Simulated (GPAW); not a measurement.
Se:

```xyz
3
Lattice="4.3662 0.0000 0.0000 -2.1831 3.7812 0.0000 0.0000 0.0000 4.9536" Properties=species:S:1:pos:R:3 pbc="T T T"
Se    1.6910    2.9289    0.0000
Se   -0.4921    0.8523    3.3024
Se    0.9841    0.0000    1.6512
```

```yaml
Program: GPAW 26.7.0
Task: relaxation of cell and atoms
Functional: RPBE
Dispersion: D3
Potentials_or_basis: the program's PAW data sets (release 1.2.1) made for this functional
Cutoff: 600 eV
Basis: pw
k_mesh: 5 × 5 × 4
Occupations: fermi-dirac, width 0.05 eV
Spin: no spin polarisation
```

At the start: pressure 2.4 GPa; volume 27.26 Å³/atom.

Question: Where does the relaxation end?

Answer: Over 8 steps the energy falls by 9.5 meV/atom and the volume is 28.25 Å³/atom (+3.6 %); space group P3_121 (No. 152, to 0.05 Å).

Step by step:
| step | energy change (eV) | largest force (eV/Å) | pressure (GPa) | volume (Å³) |
| --- | --- | --- | --- | --- |
| 1 | 0.0000 | 0.3764 | 2.39 | 81.78 |
| 2 | -0.0119 | 0.2235 | 1.68 | 82.26 |
| 3 | -0.0228 | 0.0585 | 0.33 | 83.31 |
| 4 | -0.0234 | 0.0804 | 0.19 | 83.49 |
| 5 | -0.0256 | 0.1121 | -0.15 | 84.11 |
| 6 | -0.0275 | 0.0901 | -0.26 | 84.60 |
| 7 | -0.0283 | 0.0319 | -0.15 | 84.81 |
| 8 | -0.0284 | 0.0033 | -0.04 | 84.74 |

Final structure:
```
Se
1.0
     4.38678    0.00000    0.00001
    -2.19338    3.79906   -0.00001
     0.00001   -0.00001    5.08483
Se
3
Direct
  0.77471 0.77471 0.00000
  0.00000 0.22529 0.66667
  0.22529 0.00000 0.33333
```

Caveat: later steps reuse the first step's grids.
